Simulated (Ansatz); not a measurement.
An element in the sc structure gives these cold pressures by all-electron LAPW under PBE (Ansatz 0.2.0, scalar-relativistic, no spin polarisation).

| V (Å³/atom) | P (GPa) |
| --- | --- |
| 20.33 | 0.00 |
| 17.89 | 13.33 |
| 15.85 | 34.2 |
| 13.82 | 70.4 |
| 11.79 | 140.5 |
| 10.16 | 248.9 |
| 8.74 | 420.2 |

(1) Which element is it?

Results:

(1) As. Its zero-pressure volume in this structure is near 20.3 Å³/atom; the volume and the steepness of P(V) together point to it, though neighbours can come close. Neighbours weren't tried against these numbers.
